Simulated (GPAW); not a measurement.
In3Sb:

```xyz
4
Lattice="4.8370 0.0000 0.0000 0.0000 4.8370 0.0000 0.0000 0.0000 4.8370" Properties=species:S:1:pos:R:3 pbc="T T T"
Sb    0.0000    0.0000    0.0000
In    0.0000    2.4185    2.4185
In    2.4185    0.0000    2.4185
In    2.4185    2.4185    0.0000
```

The cell comes from a database or a generator and needn't be the stable form of this composition.

- Program: GPAW 26.7.0
- Task: relaxation of cell and atoms
- Functional: PBEsol
- Dispersion: D4
- Potentials or basis: PAW data sets generated in the run's folder for this functional
- Cutoff: 600 eV
- Basis: pw
- k mesh: 6 × 6 × 6
- Occupations: fermi-dirac, width 0.05 eV
- Spin: no spin polarisation

At the start: pressure -4.1 GPa; volume 28.29 Å³/atom.

**Question.** Where does the relaxation end?

**Answer.** Over 5 steps the energy falls by 39.0 meV/atom and the volume is 25.48 Å³/atom (-10.0 %); space group Pm-3m (No. 221, to 0.05 Å).

The path:
```
step  energy change (eV)  largest force (eV/Å)  pressure (GPa)  volume (Å³)
   1              0.0000                0.0000           -4.11       113.17
   2             -0.0214                0.0000           -3.87       112.29
   3             -0.1524                0.0000            0.79       100.41
   4             -0.1560                0.0000           -0.13       102.16
   5             -0.1560                0.0000           -0.01       101.91
```

Final structure:
```xyz
4
Lattice="4.6709 0.0000 0.0000 0.0000 4.6709 0.0000 0.0000 0.0000 4.6709" Properties=species:S:1:pos:R:3 pbc="T T T"
Sb    0.0000    0.0000    0.0000
In    0.0000    2.3354    2.3354
In    2.3354    0.0000    2.3354
In    2.3354    2.3354    0.0000
```

Caveat: later steps reuse the first step's grids; pairwise dispersion overbinds metals, which lowers pressure and volume.
